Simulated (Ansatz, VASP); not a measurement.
## SiC (Moissanite 3C) in VASP and in Ansatz

INCAR

```
ALGO = Normal
EDIFF = 1E-6
EDIFFG = -0.005
ENCUT = 600
GGA = RP
IBRION = 2
ISIF = 3
ISMEAR = -1
LASPH = True
LCHARG = False
LREAL = False
LWAVE = False
NELM = 80
NSW = 60
PREC = Accurate
SIGMA = 0.05
```

The input KPOINTS:

```
k-points
0
Gamma
  10 10 10
```

Contents of POSCAR:

```
SiC
1.0
    0.0000000000      2.1790000000      2.1790000000
    2.1790000000      0.0000000000      2.1790000000
    2.1790000000      2.1790000000      0.0000000000
Si C
1 1
Direct
    0.0000000000      0.0000000000      0.0000000000
    0.7500000000      0.7500000000      0.7500000000
```

Contents of input.yaml:

```yaml
crystal:
  lattice:
    - [0.0, 2.179, 2.179]
    - [2.179, 0.0, 2.179]
    - [2.179, 2.179, 0.0]
  atoms:
    - { symbol: Si, position: [0.0, 0.0, 0.0] }
    - { symbol: C, position: [0.75, 0.75, 0.75] }
hamiltonian:
  xc: rpbe
  pseudopotentials: { kind: paw }
kpoints:
  mp_grid: { grid: [10, 10, 10] }
scf:
  occupations: { method: fermi_dirac, width: 0.05 }
output:
  forces: true
  stress: true
relax:
  f_tol: 0.01
  max_steps: 40
  cell: { stress_tol: 0.05 }
```

Alike in both runs: task relaxation of cell and atoms; functional RPBE; k mesh 10 × 10 × 10; occupations fermi-dirac, width 0.05 eV; no spin polarisation.

```csv
,VASP,Ansatz
version,VASP 6.6.1,Ansatz 0.2.0
potentials or method,"VASP PAW PBE potentials, release 64 (Si, C)",Ansatz PAW
plane-wave cutoff (eV),600,420
valence electrons in the cell,8,8
```

Ansatz gave:

| Quantity | Value |
| --- | --- |
| relaxed volume (Å³/atom) | 10.66 |
| relaxed cell length with the largest relative difference (Å) | 3.113 |
| energy change over the relaxation (meV/atom) | -6 |

Estimate VASP's values.

relaxed volume (Å³/atom): 10.63; relaxed cell length with the largest relative difference (Å): 3.110; energy change over the relaxation (meV/atom): -5.

Caveats: the PAW data sets were made with another functional, which shifts forces and pressure a little (VASP); the plane-wave basis is chosen anew once the cell has moved, so the energies of steps on either side of that aren't comparable (Ansatz); the PAW data sets come from PBE, with cores solved anew for the run's functional, which leaves a small shift of forces and pressure (Ansatz). Zero-point motion and thermal expansion aren't in these numbers. A k mesh can miss the band edges.
